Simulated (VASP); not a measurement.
# BN: convergence, elastic tensor

BN, F-43m (no. 216), 2 atoms in the cell. LDA, elastic tensor by finite differences; PAW potentials N, B (LDA set). VASP 6.6.1.

Wanted: bulk modulus within 1.5 %; shear modulus within 3 %; lowest eigenvalue of the elastic tensor within 5 %.

Geometry: relaxed with this functional.

POSCAR:
```
BN
1.0
    0.0000000000      1.7912202867      1.7912202867
    1.7912202867      0.0000000000      1.7912202867
    1.7912202867      1.7912202867      0.0000000000
N B
1 1
Direct
    0.2500000000      0.2500000000      0.2500000000
    0.0000000000      0.0000000000      0.0000000000
```

The series start from Plane-wave cutoff (eV): 600; k mesh: 12x12x12; SCF threshold (eV): 1e-7; Precision mode: Accurate; Displacements: NFREE 2, POTIM 0.015. Each series keeps the choices made before it, and each single choice may use up half of a tolerance.

## Plane-wave cutoff (eV)

| Plane-wave cutoff (eV) | Bulk modulus (GPa) | Shear modulus (GPa) | Lowest eigenvalue of the elastic tensor (GPa) | Time (s) |
|---|---|---|---|---|
| 400 | 444.8 | 429.9 | 503.4 | 56 |
| 480 | 410.4 | 407.8 | 479.8 | 43 |
| 600 | 401.9 | 402.9 | 475 | 70 |
| 720 | 404.2 | 404.2 | 476.2 | 61 |
| 880 (reference) | 403.9 | 403.8 | 475.8 | 131 |

## k mesh

| k mesh | Bulk modulus (GPa) | Shear modulus (GPa) | Lowest eigenvalue of the elastic tensor (GPa) | Time (s) |
|---|---|---|---|---|
| 6x6x6 | 401.9 | 402.4 | 474.4 | 13 |
| 8x8x8 | 401.9 | 402.9 | 475 | 23 |
| 10x10x10 | 401.9 | 402.9 | 475 | 47 |
| 12x12x12 | 401.9 | 402.9 | 475 | 70 |
| 16x16x16 (reference) | 401.8 | 402.9 | 475 | 166 |

## SCF threshold (eV)

| SCF threshold (eV) | Bulk modulus (GPa) | Shear modulus (GPa) | Lowest eigenvalue of the elastic tensor (GPa) | Time (s) |
|---|---|---|---|---|
| 0.001 | 391.1 | 402.4 | 482.8 | 9.8 |
| 0.0001 | 405.6 | 403.4 | 476.1 | 12 |
| 1e-5 | 405.3 | 402.8 | 474.9 | 15 |
| 1e-7 (reference) | 401.9 | 402.4 | 474.4 | 13 |

## Precision mode

| Precision mode | Bulk modulus (GPa) | Shear modulus (GPa) | Lowest eigenvalue of the elastic tensor (GPa) | Time (s) |
|---|---|---|---|---|
| Accurate | 401.9 | 402.4 | 474.4 | 13 |
| Normal | 402 | 402.5 | 474.4 | 9.4 |
| Single | 402.1 | 402.5 | 474.6 | 13 |

## Displacements

| Displacements | Bulk modulus (GPa) | Shear modulus (GPa) | Lowest eigenvalue of the elastic tensor (GPa) | Time (s) |
|---|---|---|---|---|
| NFREE 2, POTIM 0.015 | 401.9 | 402.4 | 474.4 | 13 |
| NFREE 4 | 401.5 | 402.5 | 474.4 | 28 |
| NFREE 1 | 394.4 | 404.8 | 474.4 | 8.1 |
| POTIM 0.005 | crashed | crashed | crashed | 7.0 |
| POTIM 0.03 | 402.1 | 402.2 | 474.4 | 16 |

VASP's message at the runs that stop: IBZKPT: not all point group operations associated with the symmetry operators of the crystalline lattice are members of the point group of the reciprocal lattice.

## Question

The rows run from the loosest to the tightest (no order: precision mode, displacements). For each series: choose the loosest value from which every tighter one stays within half of the tolerance; where there is no order, keep the first row unless others stay within half of the tolerance and take at least 30 % less time, and then take the fastest.

## Answer

- Plane-wave cutoff (eV): 600
- k mesh: 6x6x6
- SCF threshold (eV): 1e-7, the tightest run, since the next looser one is off by more than half of the tolerance (convergence isn't shown beyond it)
- Precision mode: Accurate
- Displacements: NFREE 2, POTIM 0.015

## All choices together

| Input | Bulk modulus (GPa) | Shear modulus (GPa) | Lowest eigenvalue of the elastic tensor (GPa) | Time (s) |
|---|---|---|---|---|
| program defaults, KSPACING-like mesh of 0.5 per A (naive) | 445.5 | 429.2 | 503 | 6.3 |
| chosen settings | 401.9 | 402.4 | 474.4 | 13 |
| reference settings throughout | 403.9 | 403.8 | 475.8 | 416 |

The chosen settings stay within the tolerance of the reference run, but the reference itself isn't shown to be converged in: SCF threshold (eV).

## The input

INCAR:
```
SYSTEM = BN
PREC = Accurate
ENCUT = 600
EDIFF = 1E-7
ISMEAR = 0
SIGMA = 0.02
LREAL = .FALSE.
LASPH = .TRUE.
ALGO = Normal
NELM = 120
LWAVE = .FALSE.
LCHARG = .FALSE.
GGA = CA
IBRION = 6
NFREE = 2
POTIM = 0.015
NSW = 1
ISIF = 3
KPAR = 2
```

KPOINTS:
```
Automatic mesh
0
Gamma
  6 6 6
  0 0 0
```

Commands:
```
cat potpaw_LDA.64/N/POTCAR potpaw_LDA.64/B/POTCAR > POTCAR
mpirun -np 2 vasp_std > vasp.out
```

The chosen input took VASP 6.6.1 13 s on 2 cores (Intel Xeon 6975P-C (Granite Rapids)), a shared host.

## An input that fails: stress derivatives not asked (ISIF 2)

It runs to its end, but its output holds no elastic tensor.

Changes against the starting input:
```
- ISIF = 3
+ ISIF = 2
```
